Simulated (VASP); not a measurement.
# Pb (Fm-3m) in VASP: settings compared, part 2 of 3

VASP 6.6.1.

**3. Relaxation of cell and atoms, B3LYP+TS**

This run uses another cell than the first one, of the same volume but with other edges.

Contents of POSCAR:

```
Pb
1.0
    0.0000000000      2.4750200000      2.4750200000
    2.4750200000      0.0000000000      2.4750200000
    2.4750200000      2.4750200000      0.0000000000
Pb
1
Direct
    0.0000000000      0.0000000000      0.0000000000
```

Contents of INCAR.step1:

```
PREC = Accurate
ENCUT = 600
EDIFF = 1E-5
ISMEAR = 1
SIGMA = 0.2
LREAL = F
LASPH = T
NELM = 80
ALGO = Normal
LWAVE = T
LCHARG = F
GGA = PE
```

Contents of INCAR.step2:

```
PREC = Accurate
ENCUT = 600
EDIFF = 1E-6
ISMEAR = 1
SIGMA = 0.2
LREAL = F
LASPH = T
NELM = 80
ALGO = Normal
ISIF = 3
LWAVE = F
LCHARG = F
GGA = B3
LHFCALC = T
AEXX = 0.2
AGGAX = 0.72
AGGAC = 0.81
ALDAC = 0.19
PRECFOCK = Fast
HFRCUT = -1
IVDW = 2
IBRION = 2
NSW = 40
EDIFFG = -0.005
ISTART = 1
```

Contents of KPOINTS:

```
Automatic mesh
0
Gamma
  5 5 5
```

Potentials or basis: VASP PAW PBE potentials, release 64 (Pb_d).

Run with:

```bash
$ cat potpaw_PBE.64/Pb_d/POTCAR > POTCAR
$ cp INCAR.step1 INCAR
$ mpirun -np 1 vasp_std > vasp.out
$ cp INCAR.step2 INCAR
$ mpirun -np 1 vasp_std > vasp.out
```

OUTCAR:

```text
PREC = Accurate
   ENCUT = 600
   EDIFF = 1E-6
   ISMEAR = 1
   LREAL = F
   LASPH = T
   NELM = 80
   ISIF = 3
   GGA = B3
   LHFCALC = T
   AEXX = 0.2
   PRECFOCK = Fast
   IVDW = 2
   IBRION = 2
   NSW = 40
   EDIFFG = -0.005
   ISTART = 1
  IVDW =   2

 ion  position               nearest neighbor table
   1  0.000  0.000  0.000-

  LATTYP: Found a face centered cubic cell.
 ALAT       =     4.9500400000

  Lattice vectors:

 A1 = (   0.0000000000,   2.4750200000,   2.4750200000)
 A2 = (   2.4750200000,   0.0000000000,   2.4750200000)
 A3 = (   2.4750200000,   2.4750200000,   0.0000000000)

Analysis of symmetry for initial positions (statically):
=====================================================================
 Subroutine PRICEL returns:
 Original cell was already a primitive cell.

 Routine SETGRP: Setting up the symmetry group for a
 face centered cubic supercell.

 Subroutine GETGRP returns: Found 48 space group operations
 (whereof 48 operations were pure point group operations)
 out of a pool of 48 trial point group operations.

The static configuration has the point symmetry O_h .

Analysis of symmetry for dynamics (positions and initial velocities):
=====================================================================
 Subroutine PRICEL returns:
 Original cell was already a primitive cell.

 Routine SETGRP: Setting up the symmetry group for a
 face centered cubic supercell.

 Subroutine GETGRP returns: Found 48 space group operations
 (whereof 48 operations were pure point group operations)
 out of a pool of 48 trial point group operations.

The dynamic configuration has the point symmetry O_h .

 Subroutine INISYM returns: Found 48 space group operations
 (whereof 48 operations are pure point group operations),
 and found     1 'primitive' translations

----------------------------------------------------------------------------------------

                                     Primitive cell

  volume of cell :      30.3226

  direct lattice vectors                    reciprocal lattice vectors
     0.000000000  2.475020000  2.475020000    -0.202018570  0.202018570  0.202018570
     2.475020000  0.000000000  2.475020000     0.202018570 -0.202018570  0.202018570
     2.475020000  2.475020000  0.000000000     0.202018570  0.202018570 -0.202018570

  length of vectors
     3.500206851  3.500206851  3.500206851     0.349906427  0.349906427  0.349906427

  position of ions in fractional coordinates (direct lattice)
     0.000000000  0.000000000  0.000000000

  ion indices of the primitive-cell ions
   primitive index   ion index
                 1           1

----------------------------------------------------------------------------------------

 KPOINTS: Automatic mesh

Automatic generation of k-mesh.
 Grid dimensions read from file:
 generate k-points for:    5    5    5

 Generating k-lattice:

  Cartesian coordinates                     Fractional coordinates (reciprocal lattice)
    -0.040403714  0.040403714  0.040403714     0.200000000  0.000000000  0.000000000
     0.040403714 -0.040403714  0.040403714     0.000000000  0.200000000  0.000000000
     0.040403714  0.040403714 -0.040403714     0.000000000  0.000000000  0.200000000

  Length of vectors
     0.069981285  0.069981285  0.069981285

  Shift w.r.t. Gamma in fractional coordinates (k-lattice)
     0.000000000  0.000000000  0.000000000

 Subroutine IBZKPT returns following result:
 ===========================================

 Found     10 irreducible k-points:

 Following reciprocal coordinates:
            Coordinates               Weight
  0.000000  0.000000  0.000000      1.000000
  0.200000  0.000000  0.000000      8.000000
  0.400000  0.000000  0.000000      8.000000
  0.200000  0.200000  0.000000      6.000000
  0.400000  0.200000  0.000000     24.000000
 -0.400000  0.200000  0.000000     24.000000
 -0.200000  0.200000  0.000000     12.000000
  0.400000  0.400000  0.000000      6.000000
 -0.400000  0.400000  0.000000     12.000000
 -0.400000  0.400000  0.200000     24.000000
   k-points           NKPTS =     10   k-points in BZ     NKDIM =    125   number of bands    NBANDS=     11
   number of dos      NEDOS =    301   number of ions     NIONS =      1
   total plane-waves  NPLWV =  21952
   dimension x,y,z NGX =    28 NGY =   28 NGZ =   28
   dimension x,y,z NGXF=    56 NGYF=   56 NGZF=   56
   ions per type =               1
   NGX,Y,Z   is equivalent  to a cutoff of  13.30, 13.30, 13.30 a.u.
   NGXF,Y,Z  is equivalent  to a cutoff of  26.60, 26.60, 26.60 a.u.
 SYSTEM =  unknown system
   PREC   = accura    normal or accurate (medium, high low for compatibility)
   ISTART =      1    job   : 0-new  1-cont  2-samecut
   ICHARG =      0    charge: 1-file 2-atom 10-const
   ISPIN  =      1    spin polarized calculation?
   LNONCOLLINEAR =      F non collinear calculations
   LSORBIT =      F    spin-orbit coupling
   LASPH  =      T    aspherical Exc in radial PAW
   ENCUT  =  600.0 eV  44.10 Ry    6.64 a.u.   6.99  6.99  6.99*2*pi/ulx,y,z
   NELM   =     80;   NELMIN=  2; NELMDL=  0     # of ELM steps
   EDIFF  = 0.1E-05   stopping-criterion for ELM
   LREAL  =      F    real-space projection
   EDIFFG = -.5E-02   stopping-criterion for IOM
   NSW    =     40    number of steps for IOM
   IBRION =      2    ionic relax: 0-MD 1-quasi-New 2-CG
   NFREE  =      1    steps in history (QN), initial steepest desc. (CG)
   ISIF   =      3    stress and relaxation
   ISYM   =      3    0-nonsym 1-usesym 2-fastsym
   POTIM  = 0.5000    time-step for ionic-motion
   TEBEG  =    0.0;   TEEND  =   0.0 temperature during run
   PSTRESS=    0.0 pullay stress
   NELECT =      14.0000    total number of electrons
   NUPDOWN=      -1.0000    fix difference up-down
   EMIN   =  10.00;   EMAX   =-10.00  energy-range for DOS
   EFERMI =   0.00;   METHOD = LEGACY
   ISMEAR =     1;   SIGMA  =   0.20  broadening in eV -4-tet -1-fermi 0-gaus
   EFERMI_NEDOS =   21; number of points for ismear=-14 and -15
   IALGO  =     38    algorithm
   IMIX   =      1    mixing-type and parameters
     AMIX     =   0.40;   BMIX     =  1.00
     AMIX_MAG =   1.60;   BMIX_MAG =  1.00
  volume/ion in A,a.u.               =      30.32       204.63
  Fermi-wavevector in a.u.,A,eV,Ry     =   1.265306  2.391081 21.782907  1.600999
  Thomas-Fermi vector in A             =   2.398566
   LORBIT       =      0    0 simple, 1 ext, 2 COOP (PROOUT), +10 PAW based schemes
   GGA     = B3    functional components
   LHFCALC =     T    Hartree Fock is set to
   PRECFOCK=fast      Normal, Fast or Accurate (Low or Medium for compatibility)
   ENCUT4O =  -1.0   cutoff for four orbital integrals eV
   NKREDX  =     1    reduce k-point grid by
   NKREDY  =     1    reduce k-point grid by
   NKREDZ  =     1    reduce k-point grid by
   AEXX    =    0.2000 exact exchange contribution
   HFSCREEN=    0.0000 screening length (either q_TF or 0.3 A-1)
   HFSCREENC=   0.0000 screening length for correlation (either q_TF or 0.3 A-1)
   ENCUTFOCK=  -1.0 apply spherical cutoff to Coloumb kernel
   IVDW    =     2    specifies the selected vdW correction
   LEPSILON=     F    determine dielectric tensor
   LRPA    =     F    only Hartree local field effects (RPA)
 conjugate gradient relaxation of ions
 non-spin polarized calculation
 Methfessel and Paxton  Order N= 1 SIGMA  =   0.20
  energy-cutoff  :      600.00
  volume of cell :       30.32
 maximum number of plane-waves:      1031
  NGX = 16; NGY = 16; NGZ = 16

--------------------------------------- Ionic step        1  -------------------------------------------

 number of electron      13.9999999 magnetization

 Free energy of the ion-electron system (eV)
  ---------------------------------------------------
  ext. energy  EPLUGINS =         0.00000000
  ---------------------------------------------------
  free energy    TOTEN  =        -3.62074735 eV

  energy without entropy =       -3.61104114  energy(sigma->0) =       -3.61751195

------------------------ aborting loop because EDIFF is reached ----------------------------------------

  Tkatchenko/Scheffler method for vdW energy calculation

  Number of pair interactions contributing to vdW energy:   17356
[... 237 lines left out ...]
--------------------------------------- Ionic step        7  -------------------------------------------

 number of electron      13.9999997 magnetization

 Free energy of the ion-electron system (eV)
  ---------------------------------------------------
  ext. energy  EPLUGINS =         0.00000000
  ---------------------------------------------------
  free energy    TOTEN  =        -3.64204572 eV

  energy without entropy =       -3.63297067  energy(sigma->0) =       -3.63902071

 E-fermi :   6.0710     XC(G=0):  -7.6836

 val. band max:        6.0425350641   @ k =  -0.4000   0.4000   0.2000
 cond. band min:       6.5865823265   @ k =  -0.2000   0.2000   0.0000
 fundamental gap:      0.5440472624
 Fermi energy:         6.0710204234

 k-point     1 :       0.0000    0.0000    0.0000
  band No.  band energies     occupation
      1     -12.5878      2.00000
      2     -12.5878      2.00000
      3     -12.5878      2.00000
      4     -12.4808      2.00000
      5     -12.4808      2.00000
      6      -6.0729      2.00000
      7      13.5994      0.00000
      8      13.5994      0.00000
      9      13.5994      0.00000
     10      17.1224      0.00000
     11      17.5805      0.00000
[... 114 lines left out ...]
  band No.  band energies     occupation
      1     -12.5882      2.00000
      2     -12.5775      2.00000
      3     -12.4962      2.00000
      4     -12.4262      2.00000
      5     -12.3799      2.00000
      6      -2.0046      2.00000
      7       4.2781      2.00000
      8       6.0425      1.23837
      9       8.2648     -0.00000
     10      16.4325      0.00000
     11      17.6135      0.00000

------------------------ aborting loop because EDIFF is reached ----------------------------------------

  Hirshfeld charges:
            ion         q(e)
   ------------------------------
      1     Pb       0.00000000

  Tkatchenko/Scheffler method for vdW energy calculation

  Number of pair interactions contributing to vdW energy:   15586

  Edisp (eV):   -0.50218
[... 24 lines left out ...]
  FREE ENERGIE OF THE ION-ELECTRON SYSTEM (eV)
  ---------------------------------------------------
  free  energy   TOTEN  =        -4.1442212268 eV

  energy  without entropy=       -4.1351461729  energy(sigma->0) =       -4.14119621

 reached required accuracy - stopping structural energy minimisation
```

OSZICAR.step1:

```text
N       E                     dE             d eps       ncg     rms          rms(c)
DAV:   1     0.109842254971E+03    0.10984E+03   -0.76839E+03   220   0.164E+03
DAV:   2     0.110586080160E+01   -0.10874E+03   -0.10676E+03   229   0.335E+02
DAV:   3    -0.343450883696E+01   -0.45404E+01   -0.45209E+01   286   0.811E+01
DAV:   4    -0.352908047663E+01   -0.94572E-01   -0.94556E-01   275   0.125E+01
DAV:   5    -0.353299966444E+01   -0.39192E-02   -0.39190E-02   283   0.236E+00    0.540E-01
DAV:   6    -0.352303031019E+01    0.99694E-02   -0.16476E-02   262   0.247E+00    0.271E-01
DAV:   7    -0.352066384583E+01    0.23665E-02   -0.71215E-03   268   0.154E+00    0.936E-02
DAV:   8    -0.352060389945E+01    0.59946E-04   -0.41408E-04   277   0.382E-01    0.104E-02
DAV:   9    -0.352060052261E+01    0.33768E-05   -0.68455E-06   146   0.543E-02
   1 F= -.35206005E+01 E0= -.35178610E+01  d E =-.821849E-02
```

Wall time 19 min (1 thread of Intel Xeon Platinum 8488C (Sapphire Rapids), shared host); peak memory 0.18 GiB.

What came out:

* Free energy: -4.1442 eV
* Relaxed volume: 33.85 Å³/atom
* Relaxed cell: a = 3.631 Å, b = 3.631 Å, c = 3.631 Å, α = 60.00°, β = 60.00°, γ = 60.00°
* Space group after relaxing (to 0.05 Å): Fm-3m (No. 225)
* Energy gained by relaxing: 41.5 meV/atom
* Ionic steps: 7
* Pressure after relaxing: 0.0 GPa
* Band gap on the k mesh: none (metal or under the smearing width)
* Dispersion energy per atom: -0.502 eV

The path:
```
step  energy change (eV)  largest force (eV/Å)  pressure (GPa)  volume (Å³)
   1              0.0000                0.0000            4.05        30.32
   2             -0.0415                0.0000            0.30        33.81
   3             -0.0411                0.0000           -0.16        34.35
   4             -0.0414                0.0000           -0.19        34.16
   5             -0.0415                0.0000           -0.05        33.98
   6             -0.0415                0.0000           -0.06        33.91
   7             -0.0415                0.0000            0.02        33.85
```

Final structure:
```
CELL_PARAMETERS angstrom
0.00000 2.56747 2.56747
2.56747 0.00000 2.56747
2.56747 2.56747 0.00000
ATOMIC_POSITIONS crystal
Pb 0.00000 0.00000 0.00000
```

Caveat: the k mesh is coarse (spacing up to 0.44 Å⁻¹), so the values aren't converged, least of all with exact exchange; atom-pairwise D2, TS and ULG terms overbind metals; the PAW data sets were made with another functional, which shifts forces and pressure a little; the volume moved by +12 % from the deposited cell, more than functionals usually miss; pairwise dispersion overbinds metals, which lowers pressure and volume. The run has no spin-orbit coupling, so splittings on Pb are missing.

**4. Single point, PBE+TS**

Contents of run.py:

```python
from ase.calculators.vasp import Vasp
from ase.dft.bandgap import bandgap
from ase.spacegroup import crystal

atoms = crystal(
    ['Pb'],
    basis=[[0.0, 0.0, 0.0]],
    spacegroup=225,
    setting=1,
    cellpar=[4.95004, 4.95004, 4.95004, 90.0, 90.0, 90.0],
    primitive_cell=True,
)
calc = Vasp(
    directory='calc',
    xc='pbe',
    pp='PBE',
    setups='recommended',
    prec='Accurate',
    encut=520,
    ediff=1e-06,
    ismear=-5,
    sigma=0.05,
    lreal=False,
    lasph=True,
    nelm=60,
    algo='Normal',
    isif=2,
    lwave=False,
    lcharg=True,
    ivdw=2,
    lelf=True,
    lvhar=True,
    kpts=[9, 9, 9],
    gamma=True,
    nbands=13,
)
atoms.calc = calc

print('energy (eV):', atoms.get_potential_energy())
print('free energy (eV):', atoms.get_potential_energy(force_consistent=True))
print('forces (eV/A):')
print(atoms.get_forces())
print('stress (eV/A^3, Voigt):', atoms.get_stress())
print('Fermi level (eV):', calc.get_fermi_level())
gap, top, bottom = bandgap(calc)
print('band gap (eV):', gap, 'from (spin, k, band)', top, 'to', bottom)
```

Potentials or basis: VASP PAW PBE potentials, release 64 (Pb_d).

Run with:

```bash
$ python run.py
```

Output:

```text
energy (eV): -3.87319002
free energy (eV): -3.87319002
forces (eV/A):
[[ 0.  0. -0.]]
stress (eV/A^3, Voigt): [-0.00145342 -0.00145342 -0.00145342 -0.         -0.         -0.        ]
Fermi level (eV): 7.36755694
band gap (eV): 0.0 from (spin, k, band) (None, None, None) to (None, None, None)
```

OUTCAR:

```text
ENCUT = 520.000000
   EDIFF = 1.00e-06
   GGA = PE
   PREC = Accurate
   ISIF = 2
   ISMEAR = -5
   NELM = 60
   IVDW = 2
   LASPH = .TRUE.
   LREAL = .FALSE.
  IVDW =   2

 ion  position               nearest neighbor table
   1  0.000  0.000  0.000-

  LATTYP: Found a face centered cubic cell.
 ALAT       =     4.9500400000

  Lattice vectors:
[... 591 lines left out ...]
  Total       0.04407     0.04407     0.04407     0.00000     0.00000     0.00000
  in kB       2.32863     2.32863     2.32863     0.00000     0.00000     0.00000
  external pressure =        2.33 kB  Pullay stress =        0.00 kB

 VOLUME and BASIS-vectors are now :
 -----------------------------------------------------------------------------
  energy-cutoff  :      520.00
  volume of cell :       30.32
      direct lattice vectors                 reciprocal lattice vectors
     0.000000000  2.475020000  2.475020000    -0.202018570  0.202018570  0.202018570
     2.475020000  0.000000000  2.475020000     0.202018570 -0.202018570  0.202018570
     2.475020000  2.475020000  0.000000000     0.202018570  0.202018570 -0.202018570

 POSITION                                       TOTAL-FORCE (eV/Angst)
 -----------------------------------------------------------------------------------
      0.00000      0.00000      0.00000         0.000000      0.000000     -0.000000
 -----------------------------------------------------------------------------------
    total drift:                               -0.000000     -0.000000     -0.000000

  FREE ENERGIE OF THE ION-ELECTRON SYSTEM (eV)
  ---------------------------------------------------
  free  energy   TOTEN  =        -3.8731900198 eV

  energy  without entropy=       -3.8731900198  energy(sigma->0) =       -3.87319002
```

INCAR:

```text
ENCUT = 520.000000
SIGMA = 0.050000
EDIFF = 1.00e-06
ALGO = Normal
GGA = PE
PREC = Accurate
ISIF = 2
ISMEAR = -5
NBANDS = 13
NELM = 60
IVDW = 2
LASPH = .TRUE.
LCHARG = .TRUE.
LELF = .TRUE.
LVHAR = .TRUE.
LWAVE = .FALSE.
LREAL = .FALSE.
```

Wall time 22 s (1 thread of Intel Xeon Platinum 8488C (Sapphire Rapids), shared host); peak memory 0.16 GiB.

Results:

```
Free energy                : -3.8732 eV
Pressure                   : 0.2 GPa
Band gap on the k mesh     : none (metal or under the smearing width)
Dispersion energy per atom : -0.315 eV
```

Caveat: atom-pairwise D2, TS and ULG terms overbind metals; pairwise dispersion overbinds metals, which lowers pressure and volume; tetrahedron occupations give inexact forces and stress in metals.

[end of part 2 of 3]
